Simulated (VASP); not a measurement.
# Si12HO24 (a cell with a defect) in VASP: settings compared

Aim: see how the results for Si12HO24 (a cell with a defect) move with the level of theory and the settings. Levels: PBE+D3(BJ), r2SCAN. Tasks: single point.

Program: VASP 6.6.1. These are calculated values, not measurements. Logs are shortened: lines on timing, memory, paths and dates and some standing lists are left out, and cuts for length are marked.

## Step 1: The structure

The cell holds a defect, 74 atoms: a = 9.832 Å, b = 9.832 Å, c = 10.818 Å, α = 90.00°, β = 90.00°, γ = 120.00°.

## Step 2: Single point, PBE+D3(BJ)

INCAR

```
PREC = Accurate ; ENCUT = 450
EDIFF = 1E-6 ; ISMEAR = 0
SIGMA = 0.02 ; LREAL = F
LASPH = T ; NELM = 80
ALGO = Normal ; ISIF = 2
LWAVE = F ; LCHARG = F
GGA = PE ; IVDW = 12
NBANDS = 236
```

KPOINTS

```
regular mesh
0
Gamma
  1 1 1
```

POSCAR

```
Si12HO24
1.0
    9.8316000000      0.0000000000      0.0000000000
   -4.9158000000      8.5144153600      0.0000000000
    0.0000000000      0.0000000000     10.8182000000
Si O H
24 48 2
Direct
    0.2709099100      0.0094391800      0.1655027100
    0.9985581900      0.2592514300      0.3363694500
    0.2293313700      0.2350352900      0.9973888100
    0.2536999600      0.9943798200      0.6857301500
    0.9943088900      0.2605859300      0.8263963100
    0.2083269900      0.1946535800      0.5153311300
    0.2621491600      0.4975911800      0.1718615900
    0.0071092300      0.7712372900      0.3283148600
    0.2235410900      0.7272896200      0.0054956200
    0.2669434400      0.4925265000      0.6593211300
    0.9964925600      0.7555626100      0.8443723300
    0.2341662800      0.7379975200      0.4999615600
    0.7679183600      0.0027725800      0.1637768200
    0.5150453800      0.2909717700      0.3263891900
    0.7354828800      0.2356065700      0.9947544900
    0.7500254000      0.9945486100      0.6643177100
    0.4988791700      0.2694374300      0.8323993700
    0.7270726000      0.2340685100      0.4992150500
    0.7874783800      0.5096747300      0.1573528400
    0.5014811400      0.7712337700      0.3306460800
    0.7306058600      0.7321122000      0.9989357800
    0.7689976800      0.5017534200      0.6662599300
    0.4892422100      0.7549201000      0.8332459800
    0.7359702800      0.7334614600      0.4949275200
    0.0585994900      0.1851775900      0.4426589500
    0.2910020100      0.3666465000      0.1058264000
    0.1398598500      0.4267424900      0.2869976000
    0.2009835100      0.0720170000      0.0577487200
    0.4066298400      0.3704627500      0.3615348300
    0.4326514900      0.1539250100      0.2217404800
    0.0637104000      0.2018104000      0.9379856800
    0.2961209500      0.3602216000      0.5945064100
    0.1329963000      0.4206365700      0.7662825000
    0.1440959400      0.0534628100      0.6192837800
    0.3618947100      0.2974696100      0.8889306100
    0.4273668200      0.1382933600      0.7227606500
    0.0698422700      0.7005748600      0.4356703700
    0.2976032600      0.8725800500      0.1047948800
    0.1459163000      0.9395625000      0.2791979800
    0.1925934700      0.5656927500      0.0691771200
    0.3725483100      0.8040633200      0.3955902100
    0.4281822600      0.6421691300      0.2206537200
    0.0484628800      0.6811712500      0.9565332700
    0.2831508900      0.8721161200      0.6050312400
    0.1573768100      0.9148317700      0.8113722100
    0.2107464500      0.5753019700      0.5568150000
    0.3464649500      0.7730380600      0.8905284800
    0.4297587500      0.6246495600      0.7230592100
    0.5674995200      0.2199689900      0.4418414100
    0.8114747800      0.3713264800      0.0999751300
    0.6741022500      0.4415287100      0.2761049300
    0.7048024300      0.0708391800      0.0544039400
    0.8598764000      0.2853916600      0.3919929700
    0.9337635900      0.1388796900      0.2191445800
    0.5688786300      0.2097478700      0.9432799200
    0.7969424800      0.3651871000      0.6090898100
    0.6362505700      0.4334820500      0.7744881600
    0.6856066900      0.0652798700      0.5578710000
    0.8594873700      0.2928012300      0.8810256900
    0.9165469200      0.1276861800      0.7199152000
    0.5689396300      0.6934002000      0.4307230900
    0.7919415500      0.8629271600      0.1084292300
    0.6399768800      0.9359748100      0.2761740900
    0.7067804900      0.5682967600      0.0547796900
    0.8688771100      0.7964578400      0.3870153500
    0.9505596500      0.6538900700      0.2097545600
    0.5644435100      0.7011425300      0.9437322700
    0.7805881900      0.8618020400      0.6029322100
    0.6206643000      0.9221698500      0.7749832700
    0.7103227700      0.5713318500      0.5546426500
    0.8615482000      0.7938688900      0.8892565300
    0.9332905500      0.6387354700      0.7249986100
    0.4686794900      0.4825753500      0.3818611000
    0.2844038600      0.1409644900      0.4493487500
```

Potentials or basis: VASP PAW PBE potentials, release 64 (Si, O, H).

Run with:

```
cat potpaw_PBE.64/Si/POTCAR potpaw_PBE.64/O/POTCAR potpaw_PBE.64/H/POTCAR > POTCAR
mpirun -np 1 vasp_std > vasp.out
```

OUTCAR:

```text
PREC = Accurate
   ENCUT = 450
   EDIFF = 1E-6
   ISMEAR = 0
   LREAL = F
   LASPH = T
   NELM = 80
   ISIF = 2
   GGA = PE
   IVDW = 12
 IVDW          = 12

 ion  position               nearest neighbor table
   1  0.271  0.009  0.166-  28 1.62  39 1.63  30 1.63  38 1.63   8 3.04   3 3.05   9 3.10  14 3.13

   2  0.999  0.259  0.336-  25 1.62  53 1.62  27 1.62  54 1.63  13 3.04   7 3.05  18 3.10   6 3.12

   3  0.229  0.235  0.997-  28 1.62  26 1.62  31 1.62  35 1.63   1 3.05   5 3.07  17 3.07   7 3.08
[... 40 lines left out ...]
  25  0.059  0.185  0.443-   2 1.62   6 1.63
  26  0.291  0.367  0.106-   7 1.62   3 1.62
  27  0.140  0.427  0.287-   2 1.62   7 1.63
  28  0.201  0.072  0.058-   3 1.62   1 1.62
  29  0.407  0.370  0.362-  73 0.98  14 1.65   6 2.49
  30  0.433  0.154  0.222-   1 1.63  14 1.63
  31  0.064  0.202  0.938-   3 1.62   5 1.63
  32  0.296  0.360  0.595-  10 1.62   6 1.65
  33  0.133  0.421  0.766-   5 1.62  10 1.63
  34  0.144  0.053  0.619-   4 1.63   6 1.65
  35  0.362  0.297  0.889-  17 1.62   3 1.63
[... 35 lines left out ...]
  71  0.862  0.794  0.889-  11 1.62  21 1.63
  72  0.933  0.639  0.725-  22 1.63  11 1.63
  73  0.469  0.483  0.382-  29 0.98
  74  0.284  0.141  0.449-   6 1.32

  LATTYP: Found a hexagonal cell.
 ALAT       =     9.8316000000
 C/A-ratio  =     1.1003498922

  Lattice vectors:

 A1 = (   9.8316000000,   0.0000000000,   0.0000000000)
 A2 = (  -4.9158000000,   8.5144153600,   0.0000000000)
 A3 = (   0.0000000000,   0.0000000000,  10.8182000000)

Analysis of symmetry for initial positions (statically):
=====================================================================
 Subroutine PRICEL returns:
 Original cell was already a primitive cell.

 Routine SETGRP: Setting up the symmetry group for a
 hexagonal supercell.

 Subroutine GETGRP returns: Found  1 space group operations
 (whereof  1 operations were pure point group operations)
 out of a pool of 24 trial point group operations.

The static configuration has the point symmetry C_1 .

Analysis of symmetry for dynamics (positions and initial velocities):
=====================================================================
 Subroutine PRICEL returns:
 Original cell was already a primitive cell.

 Routine SETGRP: Setting up the symmetry group for a
 hexagonal supercell.

 Subroutine GETGRP returns: Found  1 space group operations
 (whereof  1 operations were pure point group operations)
 out of a pool of 24 trial point group operations.

The dynamic configuration has the point symmetry C_1 .

 Subroutine INISYM returns: Found  1 space group operations
 (whereof  1 operations are pure point group operations),
 and found     1 'primitive' translations

----------------------------------------------------------------------------------------

                                     Primitive cell

  volume of cell :     905.5950

  direct lattice vectors                    reciprocal lattice vectors
     9.831600000  0.000000000  0.000000000     0.101712844  0.058723938  0.000000000
    -4.915800000  8.514415360  0.000000000     0.000000000  0.117447876  0.000000000
     0.000000000  0.000000000 10.818200000     0.000000000  0.000000000  0.092436819

  length of vectors
     9.831600000  9.831600000 10.818200000     0.117447876  0.117447876  0.092436819

  position of ions in fractional coordinates (direct lattice)
     0.270909910  0.009439180  0.165502710
     0.998558190  0.259251430  0.336369450
     0.229331370  0.235035290  0.997388810
     0.253699960  0.994379820  0.685730150
     0.994308890  0.260585930  0.826396310
     0.208326990  0.194653580  0.515331130
[... 66 lines left out ...]
     0.468679490  0.482575350  0.381861100
     0.284403860  0.140964490  0.449348750

  ion indices of the primitive-cell ions
   primitive index   ion index
                 1           1
                 2           2
                 3           3
                 4           4
                 5           5
                 6           6
[... 66 lines left out ...]
                73          73
                74          74

----------------------------------------------------------------------------------------

 KPOINTS: regular mesh

Automatic generation of k-mesh.
 Grid dimensions read from file:
 generate k-points for:    1    1    1

 Generating k-lattice:

  Cartesian coordinates                     Fractional coordinates (reciprocal lattice)
     0.101712844  0.058723938  0.000000000     1.000000000  0.000000000  0.000000000
     0.000000000  0.117447876  0.000000000     0.000000000  1.000000000  0.000000000
     0.000000000  0.000000000  0.092436819     0.000000000  0.000000000  1.000000000

  Length of vectors
     0.117447876  0.117447876  0.092436819

  Shift w.r.t. Gamma in fractional coordinates (k-lattice)
     0.000000000  0.000000000  0.000000000

 Subroutine IBZKPT returns following result:
 ===========================================

 Found      1 irreducible k-points:

 Following reciprocal coordinates:
            Coordinates               Weight
  0.000000  0.000000  0.000000      1.000000
   k-points           NKPTS =      1   k-points in BZ     NKDIM =      1   number of bands    NBANDS=    236
   number of dos      NEDOS =    301   number of ions     NIONS =     74
   total plane-waves  NPLWV = 392000
   dimension x,y,z NGX =    70 NGY =   70 NGZ =   80
   dimension x,y,z NGXF=   140 NGYF=  140 NGZF=  160
   ions per type =              24  48   2
   NGX,Y,Z   is equivalent  to a cutoff of  11.84, 11.84, 12.29 a.u.
   NGXF,Y,Z  is equivalent  to a cutoff of  23.67, 23.67, 24.59 a.u.
 SYSTEM =  unknown system
   PREC   = accura    normal or accurate (medium, high low for compatibility)
   ISTART =      0    job   : 0-new  1-cont  2-samecut
   ICHARG =      2    charge: 1-file 2-atom 10-const
   ISPIN  =      1    spin polarized calculation?
   LNONCOLLINEAR =      F non collinear calculations
   LSORBIT =      F    spin-orbit coupling
   LASPH  =      T    aspherical Exc in radial PAW
   ENCUT  =  450.0 eV  33.07 Ry    5.75 a.u.  17.01 17.01 18.71*2*pi/ulx,y,z
   NELM   =     80;   NELMIN=  2; NELMDL= -5     # of ELM steps
   EDIFF  = 0.1E-05   stopping-criterion for ELM
   LREAL  =      F    real-space projection
   EDIFFG = 0.1E-04   stopping-criterion for IOM
   NSW    =      0    number of steps for IOM
   IBRION =     -1    ionic relax: 0-MD 1-quasi-New 2-CG
   NFREE  =      0    steps in history (QN), initial steepest desc. (CG)
   ISIF   =      2    stress and relaxation
   ISYM   =      2    0-nonsym 1-usesym 2-fastsym
   POTIM  = 0.5000    time-step for ionic-motion
   TEBEG  =    0.0;   TEEND  =   0.0 temperature during run
   PSTRESS=    0.0 pullay stress
   NELECT =     386.0000    total number of electrons
   NUPDOWN=      -1.0000    fix difference up-down
   EMIN   =  10.00;   EMAX   =-10.00  energy-range for DOS
   EFERMI =   0.00;   METHOD = LEGACY
   ISMEAR =     0;   SIGMA  =   0.02  broadening in eV -4-tet -1-fermi 0-gaus
   EFERMI_NEDOS =   21; number of points for ismear=-14 and -15
   IALGO  =     38    algorithm
   IMIX   =      4    mixing-type and parameters
     AMIX     =   0.40;   BMIX     =  1.00
     AMIX_MAG =   1.60;   BMIX_MAG =  1.00
  volume/ion in A,a.u.               =      12.24        82.58
  Fermi-wavevector in a.u.,A,eV,Ry     =   1.232043  2.328224 20.652696  1.517930
  Thomas-Fermi vector in A             =   2.366829
   LORBIT       =      0    0 simple, 1 ext, 2 COOP (PROOUT), +10 PAW based schemes
   GGA     = PE    functional components
   LHFCALC =     F    Hartree Fock is set to
   AEXX    =    0.0000 exact exchange contribution
   IVDW    =    12    specifies the selected vdW correction
   LEPSILON=     F    determine dielectric tensor
   LRPA    =     F    only Hartree local field effects (RPA)
 non-spin polarized calculation
 Gauss-broadening in eV      SIGMA  =   0.02
  energy-cutoff  :      450.00
  volume of cell :      905.60
 maximum number of plane-waves:     19597
 NGX is ok and might be reduce to    70
   NGX = 33   NGY = 33   NGZ = 37

 number of electron     385.9999977 magnetization

 Free energy of the ion-electron system (eV)
  ---------------------------------------------------
  ext. energy  EPLUGINS =         0.00000000
  ---------------------------------------------------
  free energy    TOTEN  =      -573.03557465 eV

  energy without entropy =     -573.03557465  energy(sigma->0) =     -573.03557465

 E-fermi :   1.8007     XC(G=0):  -9.2931

 val. band max:        1.6474686443   @ k =   0.0000   0.0000   0.0000
 cond. band min:       7.0654747959   @ k =   0.0000   0.0000   0.0000
 fundamental gap:      5.4180061516
 Fermi energy:         1.8007159901

 k-point     1 :       0.0000    0.0000    0.0000
  band No.  band energies     occupation
      1     -18.1998      2.00000
      2     -17.7997      2.00000
      3     -17.7282      2.00000
      4     -17.7132      2.00000
      5     -17.6808      2.00000
      6     -17.6670      2.00000
[... 197 lines left out ...]
    204       9.8256      0.00000
    205      10.0664      0.00000
 [bands above 205 left out]

------------------------ aborting loop because EDIFF is reached ----------------------------------------

 Edisp (eV)  -10.53058

 E8    (eV) :    -3.5585

  FORCE on cell =-STRESS in cart. coord.  units (eV):
  Direction    XX          YY          ZZ          XY          YZ          ZX
  --------------------------------------------------------------------------------------
  -------------------------------------------------------------------------------------
  Total      -0.84394    -1.13332     5.21504     0.68954    -5.28477    -2.01493
  in kB      -1.49310    -2.00507     9.22644     1.21993    -9.34982    -3.56481
  external pressure =        1.91 kB  Pullay stress =        0.00 kB

 VOLUME and BASIS-vectors are now :
 -----------------------------------------------------------------------------
  energy-cutoff  :      450.00
  volume of cell :      905.60
      direct lattice vectors                 reciprocal lattice vectors
     9.831600000  0.000000000  0.000000000     0.101712844  0.058723938  0.000000000
    -4.915800000  8.514415360  0.000000000     0.000000000  0.117447876  0.000000000
     0.000000000  0.000000000 10.818200000     0.000000000  0.000000000  0.092436819

 POSITION                                       TOTAL-FORCE (eV/Angst)
 -----------------------------------------------------------------------------------
      2.61708      0.08037      1.79044         0.016074     -0.006918     -0.021565
      8.54300      2.20737      3.63891         0.026882     -0.011497      0.054987
      1.09931      2.00119     10.78995        -0.014743     -0.007505     -0.010338
     -2.39390      8.46656      7.41837        -0.033598     -0.002392      0.012730
      8.49466      2.21874      8.94012         0.002809      0.012846     -0.014905
      1.09131      1.65736      5.57496        -2.712949      1.161575      1.899133
[... 66 lines left out ...]
      2.23563      4.10885      4.13105        -0.018759      0.094489      0.046899
      2.10319      1.20023      4.86114         2.873989     -1.084679     -2.106561
 -----------------------------------------------------------------------------------
    total drift:                               -0.002675     -0.000037     -0.001191

  FREE ENERGIE OF THE ION-ELECTRON SYSTEM (eV)
  ---------------------------------------------------
  free  energy   TOTEN  =      -583.5661528443 eV

  energy  without entropy=     -583.5661528443  energy(sigma->0) =     -583.56615284
```

It took 5.9 min on 1 thread of Intel Xeon 6975P-C (Granite Rapids), shared host; peak memory 0.83 GiB.

Results:

```yaml
Free_energy: -583.5662 eV
Largest_force: 3.725 eV/Å
Band_gap_on_the_k_mesh: 5.42 eV, direct
Dispersion_energy_per_atom: -0.142 eV
```

Forces on the atoms (eV/Å):
```
Si   0.016 -0.007 -0.022
Si   0.027 -0.011  0.055
Si  -0.015 -0.008 -0.010
Si  -0.034 -0.002  0.013
Si   0.003  0.013 -0.015
Si  -2.713  1.162  1.899
Si   0.008 -0.006  0.004
Si  -0.023 -0.001  0.011
Si  -0.001 -0.012 -0.009
Si   0.036 -0.032 -0.023
Si  -0.004  0.021 -0.015
Si   0.005 -0.023  0.015
Si   0.019  0.006  0.001
Si   0.062  0.060 -0.062
Si  -0.003 -0.017 -0.004
Si   0.029 -0.003  0.002
Si  -0.013  0.020 -0.003
Si   0.025 -0.016  0.008
Si   0.031  0.003 -0.014
Si  -0.006  0.020  0.001
Si  -0.020 -0.009 -0.002
Si   0.012  0.010  0.004
Si  -0.010  0.007 -0.002
Si  -0.001  0.001  0.012
O   -0.100  0.032 -0.041
O   -0.003 -0.005  0.000
O    0.007  0.009 -0.011
O    0.011  0.001  0.011
O    0.048 -0.178 -0.031
O   -0.025  0.013  0.063
O    0.000  0.008  0.002
O   -0.028  0.044  0.027
O    0.001 -0.003  0.006
O   -0.007 -0.096  0.139
O   -0.001 -0.009  0.006
O    0.007  0.006 -0.003
O   -0.006  0.011 -0.006
O   -0.009  0.001  0.006
O    0.020  0.046  0.045
O    0.007  0.006  0.003
O   -0.005 -0.006  0.002
O   -0.001 -0.002  0.004
O   -0.007 -0.006  0.011
O   -0.007  0.002 -0.011
O    0.012 -0.012  0.018
O    0.000  0.018 -0.002
O   -0.002 -0.006  0.009
O   -0.002  0.015  0.007
O   -0.128 -0.029 -0.017
O   -0.008 -0.002  0.002
O   -0.001 -0.005  0.003
O    0.003  0.002  0.001
O   -0.031 -0.005  0.001
O   -0.008  0.001 -0.008
O   -0.003  0.006  0.001
O   -0.008 -0.010 -0.010
O    0.009 -0.003 -0.001
O   -0.003  0.005 -0.005
O   -0.005 -0.005  0.004
O   -0.012  0.005  0.006
O   -0.004 -0.010 -0.011
O   -0.004 -0.008 -0.001
O    0.005 -0.002 -0.002
O    0.009 -0.003  0.006
O    0.006 -0.009 -0.005
O   -0.001  0.008  0.002
O    0.002  0.008  0.001
O   -0.016 -0.007 -0.006
O    0.005 -0.001 -0.001
O    0.007 -0.003 -0.001
O   -0.003 -0.006  0.001
O   -0.006  0.002  0.003
H   -0.019  0.094  0.047
H    2.874 -1.085 -2.107
```

Caveat: the cutoff is under 1.25 times the usual one of these potentials, so pressure, stress and relaxed cells hold a basis-set (Pulay) error.

(Part 1 of 2 ends here.)
